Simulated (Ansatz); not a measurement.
# Choice of functional: Be

```yaml
crystal:
  lattice:
    - [2.29950, 0.00000, 0.00000]
    - [-1.14975, 1.99143, 0.00000]
    - [0.00000, 0.00000, 3.60090]
  atoms:
    - { symbol: Be, position: [0.33333, 0.66667, 0.25000] }
    - { symbol: Be, position: [0.66667, 0.33333, 0.75000] }
```

Atom numbers follow the list: Be1, Be2.

Conventional cell: a = 2.300 Å, b = 2.300 Å, c = 3.601 Å, α = 90.00°, β = 90.00°, γ = 120.00°. Be (atom 1) has 12 Be at 2.24 to 2.30 Å as nearest neighbours.

The cell comes from COD entry 9012017, which wasn't checked; take it as a given geometry. It was measured hot, at 658 K.

One fixed cell is solved with several functionals by PAW with the default files in Ansatz 0.2.0, scalar-relativistically. A positive pressure means that the functional wants a larger cell.

The PAW files were made with PBE; their cores are remade for each functional.

Numerical set-up: a Γ-centred 20×20×11 k mesh, Fermi–Dirac smearing of 0.05 eV, cutoff 420 eV, no spin polarisation.

Cutoffs: PBE 420 eV, LDA 420 eV, PBEsol 420 eV, r²SCAN 500 eV.

| setting | P (GPa) | lowest level at Γ above −25 eV, from the valence-band top or, without a gap, the Fermi level (eV) |
| --- | --- | --- |
| PBE | -4.71 | -11.04 |
| LDA | -9.94 | -10.90 |
| PBEsol | -5.71 | -11.02 |
| r²SCAN | -4.77 | -11.91 |
